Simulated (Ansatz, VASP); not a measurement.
**One calculation of Tl, two programs**

Contents of INCAR:

```
SYSTEM = Tl
PREC = Accurate ; ENCUT = 520
EDIFF = 1E-7 ; ISMEAR = -1
SIGMA = 0.05 ; LREAL = .FALSE.
LASPH = .TRUE. ; NELM = 60
ALGO = Normal ; ISIF = 2
LWAVE = .FALSE. ; LCHARG = .FALSE.
GGA = PE ; NBANDS = 12
```

Contents of KPOINTS:

```
Automatic mesh
0
G
  10 10 10
  0 0 0
```

File POSCAR:

```
Tl
1.0
   -1.9160657007      1.9160657007      1.9160657007
    1.9160657007     -1.9160657007      1.9160657007
    1.9160657007      1.9160657007     -1.9160657007
Tl
1
Direct
    0.0000000000      0.0000000000      0.0000000000
```

input.yaml

```yaml
crystal:
  lattice:
    - [-1.9160657007, 1.9160657007, 1.9160657007]
    - [1.9160657007, -1.9160657007, 1.9160657007]
    - [1.9160657007, 1.9160657007, -1.9160657007]
  atoms:
    - { symbol: Tl, position: [0.0, 0.0, 0.0] }
hamiltonian:
  xc: pbe
  pseudopotentials: { kind: paw }
kpoints:
  mp_grid: { grid: [10, 10, 10] }
scf:
  occupations: { method: fermi_dirac, width: 0.05 }
output:
  forces: true
  stress: true
  eigenvalues: true
```

Change from the starting cell: volume scaled by 0.94.

Alike in both runs: task single point; functional PBE; k mesh 10 × 10 × 10; occupations fermi-dirac, width 0.05 eV; no spin polarisation.

|  | VASP | Ansatz |
| --- | --- | --- |
| version | VASP 6.6.1 | Ansatz 0.2.0 |
| potentials or method | VASP PAW PBE potentials, release 64 (Tl_d) | Ansatz PAW |
| plane-wave cutoff (eV) | 520 | 420 |
| valence electrons in the cell | 13 | 13 |

```csv
,VASP,Ansatz,Ansatz less VASP
gap on the k mesh at the Fermi level (eV),none,none,-
pressure (GPa),3.8,3.8,+0.07
```

A gap of «none» marks a metal or a gap that the smearing closes.

Spin-orbit coupling is left out, which matters for the levels of Tl.
